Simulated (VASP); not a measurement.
# From VASP inputs to Ansatz: TiO$_{2}$ (strained rutile)

INCAR

```
ENCUT = 520
NELM = 120
ISIF = 2
LCHARG = .FALSE.
LWAVE = .FALSE.
PREC = Accurate
EDIFF = 1E-7
NSW = 0
IBRION = -1
ISMEAR = -1
LASPH = .TRUE.
LREAL = .FALSE.
NBANDS = 33
SIGMA = 0.02
GGA = PE
```

KPOINTS

```
KPOINTS created by Atomic Simulation Environment
0
Gamma
6 6 8
0 0 0
```

KPOINTS_OPT

```
special points
6
Reciprocal
0.0000000000 0.0000000000 0.0000000000 1
0.0000000000 0.5000000000 0.0000000000 1
0.5000000000 0.5000000000 0.0000000000 1
0.0000000000 0.0000000000 0.5000000000 1
0.0000000000 0.5000000000 0.5000000000 1
0.5000000000 0.5000000000 0.5000000000 1
```

POSCAR

```
Ti O
 1.0000000000000000
     4.4589478892000001    0.0000000000000000    0.0000000000000000
     0.0000000000000000    4.4589478892000001    0.0000000000000000
     0.0000000000000000    0.0000000000000000    2.8648865286000000
 Ti  O
   2   4
Cartesian
 -0.0000000000000000 -0.0000000000000000  0.0000000000000000
  2.2294739446000000  2.2294739446000000  1.4324432643000000
  1.3458779828950389  1.3458779828950389  0.0000000000000000
  0.8835959617049615  3.5753519274950389  1.4324432643000000
  3.5753519274950389  0.8835959617049615  1.4324432643000000
  3.1130699063049612  3.1130699063049612  0.0000000000000000
```

VASP ran with the recommended PBE PAW datasets (48 valence electrons in the cell).

Question: Translate these files to an Ansatz input.

Answer: 

```yaml
crystal:
  lattice:
    - [4.4589478892, 0.0, 0.0]
    - [0.0, 4.4589478892, 0.0]
    - [0.0, 0.0, 2.8648865286]
  atoms:
    - { symbol: Ti, position: [0.0, 0.0, 0.0] }
    - { symbol: Ti, position: [0.5, 0.5, 0.5] }
    - { symbol: O, position: [0.3018375671, 0.3018375671, 0.0] }
    - { symbol: O, position: [0.1981624329, 0.8018375671, 0.5] }
    - { symbol: O, position: [0.8018375671, 0.1981624329, 0.5] }
    - { symbol: O, position: [0.6981624329, 0.6981624329, 0.0] }
kpoints:
  mp_grid: { grid: [6, 6, 8] }
  band_path:
    path:
      - [0.0, 0.0, 0.0]
      - [0.0, 0.5, 0.0]
      - [0.5, 0.5, 0.0]
      - [0.0, 0.0, 0.5]
      - [0.0, 0.5, 0.5]
      - [0.5, 0.5, 0.5]
    npoints: 1
hamiltonian:
  xc: pbe
scf:
  occupations: { method: fermi_dirac, width: 0.02 }
  n_extra_bands: 5
output:
  forces: true
  stress: true
  eigenvalues: true
```

Other inputs would serve too.

```json
{"": "gap between bands v and c", "VASP": "1.97 eV", "Ansatz": "2.00 eV"}
{"": "least direct gap", "VASP": "1.97 eV", "Ansatz": "2.00 eV"}
{"": "pressure", "VASP": "32.6 GPa", "Ansatz": "31.8 GPa"}
{"": "largest force", "VASP": "0.08 eV/Å", "Ansatz": "0.05 eV/Å"}
```

Each program uses its own PAW datasets. VASP's cell holds 48 valence electrons and Ansatz's 48. Ansatz's stress includes a Pulay correction; VASP's doesn't.
